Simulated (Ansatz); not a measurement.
AlN (zincblende), relaxed with r2SCAN. Space group F-43m (No. 216), cubic; conventional cell a = 4.370 Å, 10.43 Å³ an atom. Al has 4 N at 1.89 Å; N has 4 Al at 1.89 Å.

3 runs of the plane-wave code Ansatz on this cell differ in the functional (and in the settings that go with it). Levels are in eV from each run's valence top; v1 is the last filled band, c1 the first empty one.

Run A, mean stress -0.7 GPa (compression positive):
```tsv
point	v3	v1	c1	c2	c3
Γ	0.00	0.00	6.27	15.06	15.06
X	-5.33	-1.94	5.28	10.84	16.87
U	-4.62	-1.50	7.25	12.49	15.88
L	-6.35	-0.53	9.64	12.39	13.51
```

Run B, mean stress 0.0 GPa (compression positive):
```tsv
point	v3	v1	c1	c2	c3
Γ	0.00	0.00	4.84	13.52	13.52
X	-4.94	-1.81	3.94	9.48	15.16
U	-4.28	-1.40	5.83	11.00	14.20
L	-5.89	-0.49	8.19	10.80	11.95
```

Run C, mean stress -0.6 GPa (compression positive):
```tsv
point	v3	v1	c1	c2	c3
Γ	0.00	0.00	5.55	14.28	14.28
X	-5.29	-1.93	4.55	10.08	16.09
U	-4.58	-1.49	6.50	11.73	15.10
L	-6.31	-0.52	8.88	11.62	12.74
```

Task: Match the runs to r2SCAN, HSE06, PBE0.

Result: A is PBE0, B is r2SCAN, C is HSE06. In order of the gap: r2SCAN 3.94, HSE06 4.55, PBE0 5.28 eV. The stress vanishes for r2SCAN, which relaxed the cell.

The values are computed, spin-unpolarised, and not measurements.

The stress of a hybrid is loosely converged in these runs.

The meshes of the hybrids are coarse, so their gaps aren't converged to the digits shown.
